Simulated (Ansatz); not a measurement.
# Tantalum, bcc under r²SCAN: from relaxation to bulk modulus, part 2 of 2

The plan for tantalum in the bcc structure: relax it, solve it on a dense k-mesh, switch on spin-orbit coupling, then scale the cell to 7 volumes from 88 to 112 % of the relaxed one and try a fit of the equation of state. The k-meshes are 13×13×13 for the relaxation; 22×22×22 for the dense run; 13×13×13 for spin-orbit coupling; 22×22×22 for the volumes. It starts from a deposited cell (COD).

Ansatz 0.2.0; DFT, r2SCAN, plane waves (500 eV) with PAW, scalar-relativistic. The steps go on from the part before.

**8. The cell scaled to 100 % of its volume**

Contents of input.yaml:

```yaml
crystal:
  lattice:
    - [-1.6533592498, 1.6533592498, 1.6533592498]
    - [1.6533592498, -1.6533592498, 1.6533592498]
    - [1.6533592498, 1.6533592498, -1.6533592498]
  atoms:
    - { symbol: Ta, position: [0.0, 0.0, 0.0] }
hamiltonian:
  xc: r2scan
  pseudopotentials:
    kind: paw
    azcp:
      Ta: "pseudopotentials/Ta.paw.azcp"
basis:
  ecutwfc: 500
  fft_grid_basis: typed
kpoints:
  mp_grid: { grid: [22, 22, 22], shift: [0, 0, 0] }
magnetization:
  spin_polarized: false
scf:
  occupations: { method: fermi_dirac, width: 0.1 }
output:
  stress: true
```

The program printed, shortened:

```text
[...]
Pseudopotentials: kind: paw
Pseudopotential: Ta, paw, valence charge 13, recommended cutoff 500 eV (meta_gga), <dir>
Functional definition: r2SCAN
[...]
Crystal: 1 atoms, lattice volume = 18.078 Å³
Basis set: ecut = 500 eV, 459 PW (Γ), exchange–correlation on 96×96×96 points (64 copies of the dense FFT grid, shifted against one another)
Bands: 11, of which v1, the nominal top of the filled ones, is band 7 counted from 1 (6 counted from 0)
Symmetry: 48 space group operations
Space group: Im-3m (ITA 229), of the structure as read, at distance tolerance 2.6e-5 Å
k-points: 328 of 10648
[...]
SCF iter   1: F=—  HF=-9944.321434 eV  |F-HF|=—  |Δ(HF+E_count)|=         —  Δρ=6.10e-3  dr2=1.69e-3  dr2_τ=1.53e-2  ethr=1.77e-3  ⟨swp⟩=5.5  Hψ=21666  notcnv=0
[...]
SCF iter   6: F=-9944.339414 eV  HF=-9944.339414 eV  |F-HF|=4.37e-9  |Δ(HF+E_count)|=   2.66e-7  Δρ=1.03e-5  dr2=8.56e-9  dr2_τ=5.77e-9  ethr=7.69e-10  ⟨swp⟩=2.9  Hψ=13589  notcnv=0
[...]
SCF converged after 6 iterations
Free energy (F): -9944.339414 eV
[...]
E sigma→0 (E₀):  -9944.318765 eV
Entropy (-TS):   -0.041298 eV (-41.298 meV/atom)
Fermi energy:    18.411961 eV
[...]
--- Stress (GPa, compression-positive) ---
       -0.079235      -0.000000       0.000000
        0.000000      -0.079235      -0.000000
       -0.000000       0.000000      -0.079235
  P = ⅓ Tr σ = -0.0792 GPa (-0.792 kbar)
```

It took 11 s on 1 thread of an x86-64 CPU, shared host; peak memory 0.62 GiB.

**9. The cell scaled to 104 % of its volume**

input.yaml: that of step 8 with these lines changed.

```diff
@@ -2,5 +2,5 @@
   lattice:
-    - [-1.6533592498, 1.6533592498, 1.6533592498]
-    - [1.6533592498, -1.6533592498, 1.6533592498]
-    - [1.6533592498, 1.6533592498, -1.6533592498]
+    - [-1.6751164718, 1.6751164718, 1.6751164718]
+    - [1.6751164718, -1.6751164718, 1.6751164718]
+    - [1.6751164718, 1.6751164718, -1.6751164718]
   atoms:
```

The program printed, shortened:

```text
[...]
[... 3 set-up lines as earlier in the session ...]
[...]
Crystal: 1 atoms, lattice volume = 18.802 Å³
Basis set: ecut = 500 eV, 459 PW (Γ), exchange–correlation on 96×96×96 points (64 copies of the dense FFT grid, shifted against one another)
Bands: 11, of which v1, the nominal top of the filled ones, is band 7 counted from 1 (6 counted from 0)
[... 1 set-up line as earlier in the session ...]
Space group: Im-3m (ITA 229), of the structure as read, at distance tolerance 2.7e-5 Å
k-points: 328 of 10648
[...]
SCF iter   1: F=—  HF=-9944.306665 eV  |F-HF|=—  |Δ(HF+E_count)|=         —  Δρ=5.94e-3  dr2=1.69e-3  dr2_τ=1.36e-2  ethr=1.77e-3  ⟨swp⟩=5.4  Hψ=21599  notcnv=0
[...]
SCF iter   6: F=-9944.321893 eV  HF=-9944.321893 eV  |F-HF|=1.72e-9  |Δ(HF+E_count)|=   2.89e-7  Δρ=5.05e-6  dr2=1.31e-9  dr2_τ=9.53e-10  ethr=7.69e-10  ⟨swp⟩=2.9  Hψ=13585  notcnv=0
[...]
SCF converged after 6 iterations
Free energy (F): -9944.321893 eV
[...]
E sigma→0 (E₀):  -9944.300637 eV
Entropy (-TS):   -0.042512 eV (-42.512 meV/atom)
Fermi energy:    17.603770 eV
[...]
--- Stress (GPa, compression-positive) ---
       -7.458688      -0.000000       0.000000
        0.000000      -7.458688      -0.000000
       -0.000000       0.000000      -7.458688
  P = ⅓ Tr σ = -7.4587 GPa (-74.587 kbar)
```

Run time: 9.8 s. Hardware: 1 thread of an x86-64 CPU, shared host; peak memory 0.62 GiB.

**10. The cell scaled to 108 % of its volume**

input.yaml: that of step 9 with these lines changed.

```diff
@@ -2,5 +2,5 @@
   lattice:
-    - [-1.6751164718, 1.6751164718, 1.6751164718]
-    - [1.6751164718, -1.6751164718, 1.6751164718]
-    - [1.6751164718, 1.6751164718, -1.6751164718]
+    - [-1.696322729, 1.696322729, 1.696322729]
+    - [1.696322729, -1.696322729, 1.696322729]
+    - [1.696322729, 1.696322729, -1.696322729]
   atoms:
```

The program printed, shortened:

```text
[...]
[... 3 set-up lines as earlier in the session ...]
[...]
Crystal: 1 atoms, lattice volume = 19.525 Å³
Basis set: ecut = 500 eV, 531 PW (Γ), exchange–correlation on 96×96×96 points (64 copies of the dense FFT grid, shifted against one another)
Bands: 11, of which v1, the nominal top of the filled ones, is band 7 counted from 1 (6 counted from 0)
[... 2 set-up lines as earlier in the session ...]
k-points: 328 of 10648
[...]
SCF iter   1: F=—  HF=-9944.261120 eV  |F-HF|=—  |Δ(HF+E_count)|=         —  Δρ=5.79e-3  dr2=1.76e-3  dr2_τ=1.24e-2  ethr=1.77e-3  ⟨swp⟩=5.4  Hψ=21759  notcnv=0
[...]
SCF iter   6: F=-9944.273968 eV  HF=-9944.273968 eV  |F-HF|=1.10e-9  |Δ(HF+E_count)|=   2.48e-7  Δρ=4.43e-6  dr2=8.07e-10  dr2_τ=2.07e-10  ethr=7.69e-10  ⟨swp⟩=2.9  Hψ=13566  notcnv=0
[...]
SCF converged after 6 iterations
Free energy (F): -9944.273968 eV
[...]
E sigma→0 (E₀):  -9944.251941 eV
Entropy (-TS):   -0.044053 eV (-44.053 meV/atom)
Fermi energy:    16.853715 eV
[...]
--- Stress (GPa, compression-positive) ---
      -13.586133      -0.000000      -0.000000
       -0.000000     -13.586133       0.000000
        0.000000      -0.000000     -13.586133
  P = ⅓ Tr σ = -13.5861 GPa (-135.861 kbar)
```

Run time: 14 s. Hardware: 1 thread of an x86-64 CPU, shared host; peak memory 0.62 GiB.

**11. The cell scaled to 112 % of its volume**

input.yaml: that of step 10 with these lines changed.

```diff
@@ -2,5 +2,5 @@
   lattice:
-    - [-1.696322729, 1.696322729, 1.696322729]
-    - [1.696322729, -1.696322729, 1.696322729]
-    - [1.696322729, 1.696322729, -1.696322729]
+    - [-1.7170116306, 1.7170116306, 1.7170116306]
+    - [1.7170116306, -1.7170116306, 1.7170116306]
+    - [1.7170116306, 1.7170116306, -1.7170116306]
   atoms:
```

The program printed, shortened:

```text
[...]
[... 3 set-up lines as earlier in the session ...]
[...]
Crystal: 1 atoms, lattice volume = 20.248 Å³
Basis set: ecut = 500 eV, 531 PW (Γ), exchange–correlation on 96×96×96 points (64 copies of the dense FFT grid, shifted against one another)
Bands: 11, of which v1, the nominal top of the filled ones, is band 7 counted from 1 (6 counted from 0)
[... 2 set-up lines as earlier in the session ...]
k-points: 328 of 10648
[...]
SCF iter   1: F=—  HF=-9944.190044 eV  |F-HF|=—  |Δ(HF+E_count)|=         —  Δρ=5.66e-3  dr2=1.88e-3  dr2_τ=1.15e-2  ethr=1.77e-3  ⟨swp⟩=5.4  Hψ=21834  notcnv=0
[...]
SCF iter   6: F=-9944.200842 eV  HF=-9944.200842 eV  |F-HF|=1.86e-9  |Δ(HF+E_count)|=   1.50e-7  Δρ=6.16e-6  dr2=2.43e-9  dr2_τ=3.51e-10  ethr=7.69e-10  ⟨swp⟩=4.3  Hψ=11554  notcnv=0
[...]
SCF converged after 6 iterations
Free energy (F): -9944.200842 eV
[...]
E sigma→0 (E₀):  -9944.177923 eV
Entropy (-TS):   -0.045837 eV (-45.837 meV/atom)
Fermi energy:    16.154966 eV
[...]
--- Stress (GPa, compression-positive) ---
      -18.655662       0.000000       0.000000
        0.000000     -18.655662      -0.000000
        0.000000      -0.000000     -18.655662
  P = ⅓ Tr σ = -18.6557 GPa (-186.557 kbar)
```

Run time: 9.5 s. Hardware: 1 thread of an x86-64 CPU, shared host; peak memory 0.64 GiB.

**12. Fitting the volumes**

All volumes keep the relaxed shape and fractional coordinates.

| V (Å³/atom) | E − E₀ (meV/atom) | P from the stress (GPa) | P from the fit (GPa) |
| --- | --- | --- | --- |
| 15.909 | 194.7 | 32.21 | 31.89 |
| 16.632 | 80.4 | 19.38 | 19.19 |
| 17.355 | 18.4 | 8.77 | 8.61 |
| 18.078 | 0.0 | -0.08 | -0.22 |
| 18.802 | 18.1 | -7.46 | -7.59 |
| 19.525 | 66.8 | -13.59 | -13.76 |
| 20.248 | 140.8 | -18.66 | -18.93 |

A third-order Birch-Murnaghan fit gives V₀ = 18.059 Å³/atom, B₀ = 202 GPa and B₀′ = 3.5; it misses no point by more than 0.07 meV/atom.

The fit is made to E(σ → 0), while the stress belongs to the free energy F; that is one source of the offset between the two pressures.

**13. Outcome**

This closing draws on all 2 parts.

| quantity | value |
| --- | --- |
| space group (spins left aside) | Im-3m (No. 229) |
| conventional cell | a = 3.307 Å |
| volume | 18.078 Å³/atom |
| shortest distance | 2.864 Å |
| against the deposited volume | +0.1 % (18.063 Å³/atom) |
| gap on the mesh | none (levels filled in part) |
| V₀, B₀, B₀′ | 18.059 Å³/atom, 202 GPa, 3.5 |

In words: The volume comes out 0.1 % larger than measured. Zero-point motion and thermal expansion are left out, so the match is not as exact as it looks. No gap shows: it is a metal or semimetal at this level. Totals with and without spin-orbit coupling (+23.9 eV/atom apart) can't be read as binding, since the two-component data shift the zero of energy. The fitted modulus is 202 GPa.
